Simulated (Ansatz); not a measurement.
Runs of Ansatz 0.2.0 on Cs. Symmetry: Im-3m, No. 229, cubic system. The conventional cell has a = 6.257 Å, b = 6.257 Å, c = 6.257 Å, α = 90.00°, β = 90.00°, γ = 90.00°. 

```csv
level,cutoff (eV),gap on the mesh (eV),pressure (GPa)
revPBE,420,none,0.1
PBEsol,420,none,(a)
BLYP,420,none,0.0
HSE06,420,none,0.0
r2SCAN,500,none,0.1
RPBE,420,none,0.2
r2SCAN0,500,none,0.1
PBE0,420,none,0.1
```

Alike in all rows: task projected density of states; potentials or basis Ansatz PAW; no spin polarisation; cell as given; k mesh 4 × 4 × 4; smearing fermi-dirac 0.05 eV.

Task: Estimate the missing entries.

Result: (a) -0.2.

Caveats: the PAW data sets come from PBE, with cores solved anew for the run's functional, which leaves a small shift of forces and pressure; the density of states is complete only up to the lowest level of the last band computed; the thresholds are loose for stress (some runs).

A k mesh can miss the band edges, and the runs leave out spin-orbit coupling on Cs.

A gap of «none» marks a metal or a gap under the smearing width.

Runs at the PBE level aren't shown here.
